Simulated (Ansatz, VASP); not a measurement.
PbSe: VASP beside Ansatz

Contents of INCAR:

```
SYSTEM = PbSe
  PREC = Accurate
  ENCUT = 520
  EDIFF = 1E-6
  ISMEAR = -1
  SIGMA = 0.02
  LREAL = .FALSE.
  LASPH = .TRUE.
  NELM = 100
  ALGO = Normal
  ISIF = 2
  LWAVE = .FALSE.
  LCHARG = .FALSE.
  GGA = PE
  NBANDS = 17
```

The input KPOINTS:

```
regular mesh
0
G
  8 8 8
  0 0 0
```

File POSCAR:

```
PbSe
1.0
    0.0231652666      3.0887022180      3.0887022180
    3.0887022180      0.0231652666      3.0887022180
    3.1118674846      3.1118674846      0.0000000000
Pb Se
1 1
Direct
    0.0000000000      0.0000000000      0.0000000000
    0.5000000000      0.5000000000      0.5000000000
```

Input for Ansatz:

```yaml
crystal:
  lattice:
    - [0.0231652666, 3.088702218, 3.088702218]
    - [3.088702218, 0.0231652666, 3.088702218]
    - [3.1118674846, 3.1118674846, 0.0]
  atoms:
    - { symbol: Pb, position: [0.0, 0.0, 0.0] }
    - { symbol: Se, position: [0.5, 0.5, 0.5] }
kpoints:
  mp_grid: { grid: [8, 8, 8] }
  band_path:
    path:
      - [0.0, 0.0, 0.0]
      - [0.5, 0.0, 0.5]
      - [0.625, 0.25, 0.625]
      - [0.375, 0.375, 0.75]
      - [0.5, 0.5, 0.5]
      - [0.5, 0.25, 0.75]
      - [0.0, 0.0, 0.5]
      - [0.0, 0.5, 0.0]
    npoints: 1
hamiltonian:
  xc: pbe
scf:
  occupations: { method: fermi_dirac, width: 0.02 }
  n_extra_bands: 4
output:
  forces: true
  stress: true
  eigenvalues: true
```

Change from the starting cell: shear_xy strain +1.5%.

Alike in both runs: task single point; functional PBE; k mesh 8 × 8 × 8; occupations fermi-dirac, width 0.02 eV; no spin polarisation.

```csv
,VASP,Ansatz
version,VASP 6.6.1,Ansatz 0.2.0
potentials or method,"VASP PAW PBE potentials, release 64 (Pb_d, Se)","plane waves, PAW"
plane-wave cutoff (eV),520,420
valence electrons in the cell,20,30
```

|  | VASP | Ansatz | Ansatz less VASP |
| --- | --- | --- | --- |
| pressure (GPa) | 0.9 | 0.9 | +0.02 |
| largest component of the traceless stress (GPa) | 0.26 | 0.26 | 0.000 |

The two sets of potentials don't hold the same shells in valence.

Caveats: spin-orbit coupling is left out, which as a rule narrows the gap of such compounds by several tenths of an eV.
